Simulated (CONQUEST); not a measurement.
The system is LiF (Griceite).

```
F Li
1.0
     2.84823    0.00000    0.00000
     0.00000    2.84823    0.00000
     0.00000    0.00000    4.02800
F Li
2 2
Cartesian
  0.0000 0.0000 2.0140
  1.4241 1.4241 0.0000
  0.0000 0.0000 0.0000
  1.4241 1.4241 2.0140
```

```yaml
Program: CONQUEST 1.3
Task: single point
Functional: PBE
Potentials_or_basis: PseudoDojo NC PBE, DZP, grid cutoff 150 Ha
k_mesh: 9 × 9 × 7
Occupations: fermi-dirac, width 0.05 eV
Spin: no spin polarisation
```

On this cell: pressure 3.1 GPa; largest force zero by symmetry; band gap on the k mesh 9.05 eV.

The same run follows on a disturbed copy (atoms moved at random, drawn with an rms of 0.05 Å):

```
F Li
1.0
     2.84823    0.00000    0.00000
     0.00000    2.84823    0.00000
     0.00000    0.00000    4.02800
F Li
2 2
Direct
  0.01749 0.01741 0.49728
  0.51749 0.51741 0.99728
  0.01536 0.00541 0.00476
  0.51536 0.50541 0.50476
```

What does the disturbed cell give?

The energy moves by +1.0 meV/atom; pressure 3.1 GPa; largest force 0.107 eV/Å; band gap on the k mesh 9.05 eV.

Forces on the atoms (eV/Å):
```
F   -0.019 -0.079  0.069
F   -0.019 -0.079  0.069
Li   0.014  0.075 -0.066
Li   0.014  0.075 -0.066
```

The forces don't sum to zero, so they hold noise of the program's grid.

Caveats: the box holds several primitive cells, so bands are folded and the points are those of the box's own zone; an odd mesh through Γ misses points on the zone boundary, where band edges often lie; the basis of atomic orbitals isn't converged, which shifts pressures, moduli and gaps; the real-space grid breaks the cell's symmetry a little (some runs).
